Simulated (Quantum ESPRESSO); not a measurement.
**C: zone-centre phonons and dielectric response under several settings**

```
C
1.0
     0.00000    1.78337    1.78337
     1.78337    0.00000    1.78337
     1.78337    1.78337    0.00000
C
2
Direct
  0.75000 0.75000 0.75000
  0.50000 0.50000 0.50000
```

This isn't the form of C at room conditions, which is graphite.

All runs used Quantum ESPRESSO 7.5; k mesh 10 × 10 × 10, shifted; relaxed cell; no spin polarisation; cutoff 612 eV; occupations smeared at first, fixed for the response.

```tsv
level	potentials	volume (Å³/atom)	lowest optical mode without the field (cm⁻¹)	ε∞ (mean)
LDA	GBRV 1.5 LDA	5.51	1323	5.76
PBE	GBRV 1.5 PBE	?	?	?
```

Problem. What stands in the row left open?

Solution. Volume 5.69 Å³/atom; lowest optical mode without the field 1294 cm⁻¹; ε∞ 5.82.
